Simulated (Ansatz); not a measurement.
Li2O:
```yaml
crystal:
  lattice:
    - [0.00000, 2.28637, 2.28637]
    - [2.28637, 0.00000, 2.28637]
    - [2.28637, 2.28637, 0.00000]
  atoms:
    - { symbol: O, position: [0.00000, 0.00000, 0.00000] }
    - { symbol: Li, position: [0.25000, 0.25000, 0.25000] }
    - { symbol: Li, position: [0.75000, 0.75000, 0.75000] }
```

Relaxed with r²SCAN.

### Question
Decompose the optical modes at the zone centre into irreducible representations, and say which are infrared and Raman allowed.

### Answer
Point group m-3m: Γ_opt = T1u + T2g. Infrared: T1u. Raman: T2g.

### Question
Assign frequencies (DFPT, r²SCAN (plane waves, PAW; program Ansatz); without the LO–TO term).

### Answer
T1u 459, T2g 546 cm⁻¹.

Space group Fm-3m (anti-fluorite). The cell was relaxed with r²SCAN under the symmetry of its start; phonons on a q-mesh show no instability.

Potentials: the later of the program's two PAW sets.
